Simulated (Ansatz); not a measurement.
Ionic part of the dielectric constant of GaAs at 20 GPa, mode by mode

Theory: DFT PBEsol, scalar-relativistic, plane waves, PAW (Ansatz 0.2.0). Cutoff 420 eV, 12×12×12 k-points (Γ-centred), fixed occupations. No spin polarisation. Phonons by linear response, acoustic sum rule imposed.

Symmetry: F-43m, No. 216, cubic system. The conventional cell has a = 5.316 Å, b = 5.316 Å, c = 5.316 Å, α = 90.00°, β = 90.00°, γ = 90.00°. Ga (site symmetry -43m) is surrounded by 4 As at 2.30 Å. As (site symmetry -43m) is surrounded by 4 Ga at 2.30 Å.

The real crystal has changed phase below this pressure. The run warned that the force constants aren't converged on this k mesh, so the frequencies and all that is formed from them are rough. The bands were filled as in an insulator; under compression the gap may have closed between mesh points.

The primitive cell has V = 37.56 Å³ and ε∞,zz = 11.284. Each polar mode adds Δε = (4.92064×10⁷/V)·S/ν² along z, with S its oscillator strength in e²/amu, ν in cm⁻¹ and V in Å³.

Q: From these modes, find each Δε and ε0,zz.
```json
{"ν (cm⁻¹)": "328.2", "S_zz (e²/amu)": "0.08813"}
```

A:
| ν (cm⁻¹) | Δε |
| --- | --- |
| 328.2 | 1.07 |

The sum is 1.072, so ε0,zz = 12.36; the run's tensor has 12.36.

Q: Where do the longitudinal modes lie for a wave vector along z?

A: At 343 cm⁻¹. The Lyddane–Sachs–Teller product Π(ν_LO/ν_TO)² = 1.09 matches ε0/ε∞ = 1.10.

Cost: 1 run of about 1.2 core-minutes, on AMD EPYC 9R45 (Zen 5) (shared hosts).

The static dielectric response is overwhelmingly electronic: the lattice adds only 1.07 to an ε∞ of 11.284. Zinc blende has a single threefold-degenerate polar optical mode, in which the Ga and As sublattices move against each other, so this one entry holds the whole ionic part. It is small because the bonding is largely covalent. The modest electronegativity difference keeps the dynamical charge low, while the stiff sp³ bonds resist the displacement a field would cause. The strong electronic screening also weakens the macroscopic field of the longitudinal mode, which therefore lies only slightly above the transverse one.

Compression probably reduces the ionic part further, since shorter bonds raise the restoring force and the dynamical charge in GaAs is known to fall with pressure, but a single volume can't separate these two effects. The Lyddane–Sachs–Teller agreement shows that the charges, frequencies and dielectric constants are mutually consistent; because both sides draw on the same linear-response data, it is no independent test of their accuracy.
